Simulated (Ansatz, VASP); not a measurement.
C in VASP and in Ansatz

```
C
1.0
    -1.15417    1.15417    1.63231
     1.15417   -1.15417    1.63231
     1.15417    1.15417   -1.63231
C
2
Cartesian
  0.0000 -0.5771 -0.4081
  0.0000 0.5771 0.4081
```

Alike in both runs: functional PBE; k mesh 25 × 25 × 25; occupations fermi-dirac, width 0.08 eV; no spin polarisation.

Ansatz relaxed the structure, and its values are those at the end. VASP's run is a single point on that final structure, the one shown.

|  | VASP | Ansatz |
| --- | --- | --- |
| version | VASP 6.6.1 | Ansatz 0.2.0 |
| potentials or method | VASP PAW PBE potentials, release 64 (C) | PAW with Ansatz's default frozen-core files, scalar-relativistic |
| plane-wave cutoff (eV) | 520 | 420 |
| valence electrons in the cell | 8 | 8 |

```tsv
	VASP	Ansatz	Ansatz less VASP
gap on the k mesh at the Fermi level (eV)	4.77	4.78	+0.018
```

Caveats: an odd mesh through Γ misses points on the zone boundary, where band edges often lie.
